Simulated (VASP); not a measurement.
# Sr (P6_3/mmc) in VASP: electric field gradients with PBE

Aim: the electric field gradients of Sr with PBE.

Program: VASP 6.6.1. These are calculated values, not measurements. Logs are shortened: lines on timing, memory, paths and dates and some standing lists are left out, and cuts for length are marked.

## Step 1: The undisturbed crystal

It takes space group P6_3/mmc (No. 194, hexagonal). Conventional cell: a = 4.310 Å, b = 4.310 Å, c = 7.050 Å, α = 90.00°, β = 90.00°, γ = 120.00°. Sr (site symmetry -6m2) is surrounded by 12 Sr at 4.31 Å.

This isn't the form of Sr at room conditions, which is fcc.

## Step 2: Electric field gradients, PBE (volume scaled by 0.98)

The input, INCAR:

```
PREC = Accurate
ENCUT = 520
EDIFF = 1E-8
ISMEAR = -1
SIGMA = 0.08
LREAL = False
LASPH = True
NELM = 100
ALGO = Fast
ISIF = 2
LWAVE = False
LCHARG = False
GGA = PE
LEFG = True
NBANDS = 17
```

The input, KPOINTS:

```
regular mesh
0
Gamma
  10 10 5
```

The input, POSCAR:

```
Sr
1.0
    4.2810731731      0.0000000000      0.0000000000
   -2.1405365866      3.7075181234      0.0000000000
    0.0000000000      0.0000000000      7.0026831381
Sr
2
Direct
    0.3333333333      0.6666666667      0.2500000000
    0.6666666667      0.3333333333      0.7500000000
```

Potentials or basis: VASP PAW PBE potentials, release 64 (Sr_sv).

Started as:

```
$ cat potpaw_PBE.64/Sr_sv/POTCAR > POTCAR
$ mpirun -np 1 vasp_std > vasp.out
```

OUTCAR:

```text
PREC = Accurate
   ENCUT = 520
   EDIFF = 1E-8
   ISMEAR = -1
   LREAL = False
   LASPH = True
   NELM = 100
   ISIF = 2
   GGA = PE

 ion  position               nearest neighbor table
   1  0.333  0.667  0.250-   2 4.29   2 4.29   2 4.29   2 4.29   2 4.29   2 4.29
   2  0.667  0.333  0.750-   1 4.29   1 4.29   1 4.29   1 4.29   1 4.29   1 4.29

  LATTYP: Found a hexagonal cell.
 ALAT       =     4.2810731731
 C/A-ratio  =     1.6357307747

  Lattice vectors:

 A1 = (   4.2810731731,   0.0000000000,   0.0000000000)
 A2 = (  -2.1405365866,   3.7075181234,   0.0000000000)
 A3 = (   0.0000000000,   0.0000000000,   7.0026831381)

Analysis of symmetry for initial positions (statically):
=====================================================================
 Subroutine PRICEL returns:
 Original cell was already a primitive cell.

 Routine SETGRP: Setting up the symmetry group for a
 hexagonal supercell.

 Subroutine GETGRP returns: Found 24 space group operations
 (whereof 12 operations were pure point group operations)
 out of a pool of 24 trial point group operations.

The static configuration has the point symmetry D_3d.
 The point group associated with its full space group is D_6h.

Analysis of symmetry for dynamics (positions and initial velocities):
=====================================================================
 Subroutine PRICEL returns:
 Original cell was already a primitive cell.

 Routine SETGRP: Setting up the symmetry group for a
 hexagonal supercell.

 Subroutine GETGRP returns: Found 24 space group operations
 (whereof 12 operations were pure point group operations)
 out of a pool of 24 trial point group operations.

The dynamic configuration has the point symmetry D_3d.
 The point group associated with its full space group is D_6h.

 Subroutine INISYM returns: Found 24 space group operations
 (whereof 12 operations are pure point group operations),
 and found     1 'primitive' translations

----------------------------------------------------------------------------------------

                                     Primitive cell

  volume of cell :     111.1477

  direct lattice vectors                    reciprocal lattice vectors
[... 119 lines left out ...]
 RMM-DIIS sequential band-by-band and
  energy-cutoff  :      520.00
  volume of cell :      111.15
 maximum number of plane-waves:      3021
 NGX is ok and might be reduce to    32

 number of electron      20.0000000 magnetization

 Free energy of the ion-electron system (eV)
  ---------------------------------------------------
  ext. energy  EPLUGINS =         0.00000000
  ---------------------------------------------------
  free energy    TOTEN  =        -3.29631091 eV

  energy without entropy =       -3.23599154  energy(sigma->0) =       -3.26615122

 E-fermi :   1.5523     XC(G=0):  -7.3183

 val. band max:        1.5453827633   @ k =   0.3000   0.3000   0.0000
 cond. band min:       1.5601413262   @ k =   0.2000   0.0000   0.0000
 fundamental gap:      0.0147585630
 Fermi energy:         1.5523187816

 k-point     1 :       0.0000    0.0000    0.0000
  band No.  band energies     occupation
      1     -35.0832      2.00000
      2     -35.0701      2.00000
      3     -17.1574      2.00000
      4     -17.0004      2.00000
      5     -17.0004      2.00000
      6     -16.9747      2.00000
[... 457 lines left out ...]
      4     -17.1214      2.00000
      5     -17.0621      2.00000
      6     -17.0424      2.00000
[... 9 lines left out ...]
     16       5.3490      0.00000
     17       5.6767      0.00000

 [... further k-points ...]
[... 5 lines left out ...]
  --------------------------------------------------------------------------------------
  -------------------------------------------------------------------------------------
  Total       -0.0675023     -0.0675023      0.0233774      0.0000000      0.0000000      0.0000000
  in kB       -0.9730353     -0.9730353      0.3369811      0.0000000      0.0000000      0.0000000
  external PRESSURE =      -0.5363632 kB  Pullay stress =       0.0000000 kB

 VOLUME and BASIS-vectors are now :
 -----------------------------------------------------------------------------
  energy-cutoff  :      520.00
  volume of cell :      111.15
      direct lattice vectors                 reciprocal lattice vectors
     4.281073173  0.000000000  0.000000000     0.233586290  0.134861107  0.000000000
    -2.140536587  3.707518123  0.000000000     0.000000000  0.269722215  0.000000000
     0.000000000  0.000000000  7.002683138     0.000000000  0.000000000  0.142802406

 POSITION                                       TOTAL-FORCE (eV/Angst)
 -----------------------------------------------------------------------------------
     -0.00000      2.47168      1.75067         0.000000     -0.000000      0.000000
      2.14054      1.23584      5.25201        -0.000000      0.000000      0.000000
 -----------------------------------------------------------------------------------
    total drift:                                0.000000     -0.000000      0.000000

  FREE ENERGIE OF THE ION-ELECTRON SYSTEM (eV)
  ---------------------------------------------------
  free  energy   TOTEN  =        -3.2963109061 eV

  energy  without entropy=       -3.2359915369  energy(sigma->0) =       -3.26615122

 Electric field gradients (V/A^2)
---------------------------------------------------------------------
 ion       V_xx      V_yy      V_zz      V_xy      V_xz      V_yz
---------------------------------------------------------------------
   1       2.281     2.281    -4.562     0.000    -0.000     0.000
   2       2.281     2.281    -4.562     0.000     0.000    -0.000
---------------------------------------------------------------------

 Electric field gradients after diagonalization (V/A^2)
 (convention: |V_zz| > |V_xx| > |V_yy|)
----------------------------------------------------------------------
 ion       V_xx      V_yy      V_zz     asymmetry (V_yy - V_xx)/ V_zz
----------------------------------------------------------------------
   1       2.281     2.281    -4.562       0.000
   2       2.281     2.281    -4.562       0.000
----------------------------------------------------------------------

           NMR quadrupolar parameters

 Cq : quadrupolar parameter    Cq=e*Q*V_zz/h
 eta: asymmetry parameters     (V_yy - V_xx)/ V_zz
 Q  : nuclear electric quadrupole moment in mb (millibarn)
----------------------------------------------------------------------
 ion       Cq(MHz)       eta       Q (mb)
----------------------------------------------------------------------
   1      -0.011       0.000       1.000
   2      -0.011       0.000       1.000
----------------------------------------------------------------------
```

OSZICAR:

```text
N       E                     dE             d eps       ncg     rms          rms(c)
DAV:   1     0.107738706649E+03    0.10774E+03   -0.93187E+03  1428   0.985E+02
DAV:   2     0.540600022838E+01   -0.10233E+03   -0.10077E+03  1809   0.225E+02
DAV:   3    -0.301667151529E+01   -0.84227E+01   -0.83955E+01  2621   0.467E+01
[... 11 lines left out ...]
RMM:  15    -0.329631053355E+01   -0.37934E-06   -0.14147E-06  2293   0.337E-03    0.945E-04
RMM:  16    -0.329631092305E+01   -0.38950E-06   -0.48274E-07  2150   0.257E-03    0.609E-04
RMM:  17    -0.329631086061E+01    0.62443E-07   -0.31151E-07  1950   0.195E-03    0.103E-03
RMM:  18    -0.329631089110E+01   -0.30486E-07   -0.16046E-07  1788   0.146E-03    0.863E-04
RMM:  19    -0.329631090302E+01   -0.11928E-07   -0.11781E-07  1582   0.117E-03    0.774E-04
RMM:  20    -0.329631090607E+01   -0.30504E-08   -0.45606E-08  1390   0.956E-04
   1 F= -.32963109E+01 E0= -.32661512E+01  d E =-.603194E-01
```

It took 42 s on 1 thread of Intel Xeon 6975P-C (Granite Rapids), shared host; peak memory 0.25 GiB.

What came out:

* Free energy: -3.2963 eV
* Pressure: -0.1 GPa
* Band gap on the k mesh: none (metal or under the smearing width)

Stress tensor (GPa, compression positive):
```
-0.10  0.00  0.00
 0.00 -0.10  0.00
 0.00  0.00  0.03
```

Electric field gradients, principal values (V/Å²):
| atom | Vxx | Vyy | Vzz |
| --- | --- | --- | --- |
| 1 Sr | 2.281 | 2.281 | -4.562 |
| 2 Sr | 2.281 | 2.281 | -4.562 |
